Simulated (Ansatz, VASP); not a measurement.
# One calculation of Ga, two programs

```xyz
1
Lattice="2.7165 0.0000 0.0000 0.0000 2.7165 0.0000 0.0000 0.0000 2.7165" Properties=species:S:1:pos:R:3 pbc="T T T"
Ga    0.0000    0.0000    0.0000
```

The cell was built by a generator and needn't be a form met in nature.

Alike in both runs: functional revPBE; k mesh 10 × 10 × 10; occupations fermi-dirac, width 0.05 eV; no spin polarisation.

|  | VASP | Ansatz |
| --- | --- | --- |
| version | VASP 6.6.1 | Ansatz 0.2.0 |
| potentials or method | VASP PAW PBE potentials, release 64 (Ga_d) | Ansatz PAW |
| plane-wave cutoff (eV) | 520 | 420 |
| valence electrons in the cell | 13 | 13 |
| task | single point | band structure |

|  | VASP | Ansatz | Ansatz less VASP |
| --- | --- | --- | --- |
| gap on the k mesh at the Fermi level (eV) | none | none | - |
| pressure (GPa) | 1.6 | 1.4 | -0.14 |

A gap of «none» marks a metal or a gap that the smearing closes. The functional is the same, so the differences come from potentials, cutoffs and numerics.

Caveats: the PAW data sets were made with another functional, which shifts forces and pressure a little (VASP); the PAW data sets come from PBE, with cores solved anew for the run's functional, which leaves a small shift of forces and pressure (Ansatz).
